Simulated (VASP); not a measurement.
PbSe in VASP 6.6.1, single-point calculation

INCAR

```
NSW = 0
SIGMA = 0.02
PREC = Accurate
ISMEAR = -1
ENCUT = 520
EDIFF = 1E-7
ISIF = 2
LREAL = .FALSE.
IBRION = -1
NELM = 84
LWAVE = .FALSE.
NBANDS = 17
LCHARG = .FALSE.
GGA = PE
LASPH = .TRUE.
```

KPOINTS

```
KPOINTS created by Atomic Simulation Environment
0
Gamma
6 6 6
0 0 0
```

POSCAR

```
Pb Se
 1.0000000000000000
     0.0000000000000000    3.0269281761000002    3.1005512111000000
     3.0269281761000002    0.0000000000000000    3.1005512111000000
     3.0269281761000002    3.0269281761000002    0.0000000000000000
 Pb  Se
   1   1
Cartesian
  0.0000000000000000  0.0000000000000000  0.0000000000000000
  3.0269281760999998  3.0269281760999998  3.1005512110999995
```

The recommended PBE PAW datasets give the neutral cell 20 valence electrons.

Command

```
mpirun -np 1 vasp_std
```

OSZICAR

```
N       E                     dE             d eps       ncg     rms          rms(c)
DAV:   1     0.159796446701E+03    0.15980E+03   -0.95165E+03  1020   0.121E+03
DAV:   2     0.327366777614E+01   -0.15652E+03   -0.15087E+03  1110   0.308E+02
DAV:   3    -0.817952162290E+01   -0.11453E+02   -0.11391E+02  1342   0.886E+01
DAV:   4    -0.843576987080E+01   -0.25625E+00   -0.25610E+00  1239   0.150E+01
DAV:   5    -0.844513746249E+01   -0.93676E-02   -0.93671E-02  1509   0.276E+00    0.279E+00
DAV:   6    -0.816553698773E+01    0.27960E+00   -0.68671E-01  1558   0.576E+00    0.160E+00
DAV:   7    -0.816054314755E+01    0.49938E-02   -0.11860E-01  1241   0.167E+00    0.866E-01
DAV:   8    -0.816378296653E+01   -0.32398E-02   -0.12499E-02  1233   0.123E+00    0.149E-01
DAV:   9    -0.816340312759E+01    0.37984E-03   -0.25123E-03  1609   0.498E-01    0.499E-02
DAV:  10    -0.816346237008E+01   -0.59242E-04   -0.21240E-04  1165   0.850E-02    0.184E-02
DAV:  11    -0.816346913508E+01   -0.67650E-05   -0.58240E-05  1349   0.765E-02    0.865E-03
DAV:  12    -0.816346912222E+01    0.12854E-07   -0.32814E-06  1283   0.130E-02    0.238E-03
DAV:  13    -0.816346914954E+01   -0.27315E-07   -0.13264E-07  1168   0.363E-03
   1 F= -.81634691E+01 E0= -.81634576E+01  d E =-.230783E-04
```

Standard output (part)

```
POSCAR found type information on POSCAR PbSe
 POSCAR found :  2 types and       2 ions
 LDA part: xc-table for (Slater+PW92), standard interpolation
 POSCAR, INCAR and KPOINTS ok, starting setup
 WAVECAR not read
 entering main loop
```

From OUTCAR

```
k-points           NKPTS =     30   k-points in BZ     NKDIM =     30   number of bands    NBANDS=     17

   NELECT =      20.0000    total number of electrons

   dimension x,y,z NGX =    32 NGY =   32 NGZ =   32
   dimension x,y,z NGXF=    64 NGYF=   64 NGZF=   64

  energy-cutoff  :      520.00
  volume of cell :       56.82
      direct lattice vectors                 reciprocal lattice vectors
     0.000000000  3.026928176  3.100551211    -0.165183966  0.165183966  0.161261649
     3.026928176  0.000000000  3.100551211     0.165183966 -0.165183966  0.161261649
     3.026928176  3.026928176  0.000000000     0.165183966  0.165183966 -0.161261649

 k-points in reciprocal lattice and weights: KPOINTS created by Atomic Simulation Env
   0.00000000  0.00000000  0.00000000       0.005
   0.16666667  0.00000000  0.00000000       0.037
   0.33333333  0.00000000  0.00000000       0.037
   0.50000000  0.00000000  0.00000000       0.019
   0.16666667  0.16666667  0.00000000       0.009
   0.33333333  0.16666667  0.00000000       0.037
   0.50000000  0.16666667  0.00000000       0.037
  -0.33333333  0.16666667  0.00000000       0.037
   ...

 E-fermi :   5.3260

 k-point     1 :       0.0000    0.0000    0.0000
  band No.  band energies     occupation
      1     -11.6728      2.00000
      2     -11.6699      2.00000
      3     -11.6699      2.00000
      4     -11.6637      2.00000
      5     -11.6577      2.00000
      6      -8.4942      2.00000
      7      -1.1019      2.00000
      8       3.1890      2.00000
      9       3.1890      2.00000
     10       3.3971      2.00000
     11       9.5570      0.00000
     12      10.1040      0.00000
     13      10.1040      0.00000
     14      11.5847      0.00000
     15      11.7299      0.00000
     16      11.7299      0.00000
     17      13.3298      0.00000

 k-point     2 :       0.1667    0.0000    0.0000
  band No.  band energies     occupation
      1     -11.6776      2.00000
      2     -11.6687      2.00000
      3     -11.6680      2.00000
      4     -11.6581      2.00000
      5     -11.6565      2.00000
      6      -8.2837      2.00000
      7      -1.7847      2.00000
      8       3.2836      2.00000
      9       3.3753      2.00000
     10       3.7365      2.00000
     11       8.2288      0.00000
     12       8.7966      0.00000
     13       8.9984      0.00000
     14      11.4893      0.00000
     15      12.2373      0.00000
     16      12.2919      0.00000
     17      14.9524      0.00000

 k-point     3 :       0.3333    0.0000    0.0000
  band No.  band energies     occupation
      1     -11.6889      2.00000
      2     -11.6807      2.00000
      3     -11.6663      2.00000
      4     -11.6441      2.00000
      5     -11.6385      2.00000
      6      -7.7601      2.00000
      7      -3.0271      2.00000
      8       3.5319      2.00000
      9       3.5348      2.00000
     10       4.5057      2.00000
     11       6.4980      0.00000
     12       7.3834      0.00000
     13       7.5490      0.00000
     14      12.2656      0.00000
     15      13.7075      0.00000
     16      13.7431      0.00000
     17      17.0022      0.00000

 ...

  Total        1.4316651      1.4316651      0.3249162      0.0000000     -0.0000000      0.0000000
  in kB       40.3718715     40.3718715      9.1623896      0.0000000     -0.0000000      0.0000000
  external PRESSURE =      29.9687108 kB  Pullay stress =       0.0000000 kB

 POSITION                                       TOTAL-FORCE (eV/Angst)
 -----------------------------------------------------------------------------------
      0.00000      0.00000      0.00000        -0.000000     -0.000000      0.000000
      3.02693      3.02693      3.10055         0.000000      0.000000     -0.000000
 -----------------------------------------------------------------------------------
    total drift:                                0.000000     -0.000000     -0.000000

  FREE ENERGIE OF THE ION-ELECTRON SYSTEM (eV)
  ---------------------------------------------------
  free  energy   TOTEN  =        -8.1634691495 eV

  energy  without entropy=       -8.1634460712  energy(sigma->0) =       -8.16345761
```

It converged. Results: gap between bands v and c on the k mesh 0.24 eV; least direct gap on the k mesh 0.24 eV; pressure 3.0 GPa. Band v is the last that the valence electrons fill when counted band by band, and c is the next.

For comparison, a separate PBE run of the intended cell, on usual settings and not on those above, gives a gap of 0.24 eV on its mesh and a pressure of 3.0 GPa.

The run above took about 19 s on one core of a shared host (Intel Xeon Platinum 8488C) and held 0.18 GiB at most.
